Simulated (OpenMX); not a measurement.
**As under changes of volume**

One of the cells (21.530 Å³/atom); the others are scaled copies at fixed shape and fractional positions:

```
CELL_PARAMETERS angstrom
1.88080 1.08588 3.51406
-1.88080 1.08588 3.51406
0.00000 -2.17176 3.51406
ATOMIC_POSITIONS crystal
As 0.22600 0.22600 0.22600
As 0.77400 0.77400 0.77400
```

| Property | Result |
| --- | --- |
| Program | OpenMX 3.8.5 |
| Functional | PBE |
| Potentials or basis | OpenMX 2013 PBE set, As7.0-s3p2d1, fixed grid of 42 × 42 × 42 points |
| k mesh | 9 × 9 × 9 |
| Occupations | fermi-dirac, width 0.05 eV |
| Spin | no spin polarisation |

```tsv
volume (Å³/atom)	energy over the lowest point (meV/atom)	largest force (eV/Å)
20.239	178.91	2.356
20.669	134.77	2.033
21.100	97.20	1.834
21.530	?	?
21.961	38.81	1.369
22.392	17.20	1.211
22.822	0.00	1.082
```

Q: What does the run at 21.530 Å³/atom give?

A: Energy over the lowest point 65.39 meV/atom; largest force 1.659 eV/Å.

Worked out: A Birch-Murnaghan fit of order 3 (a polynomial in V^(-2/3)) to the other rows has no minimum within the range. It gives 65.36 meV/atom at 21.530 Å³/atom, against the run's 65.39.

Energies are extrapolated to zero smearing.

Caveats: the basis has few d functions beyond the semicore shells, which can make volumes several per cent too large; the basis of atomic orbitals isn't converged, which shifts pressures, moduli and gaps; forces of over 1 eV/Å show positions far from the minimum, so gaps and moduli don't describe the material at rest.
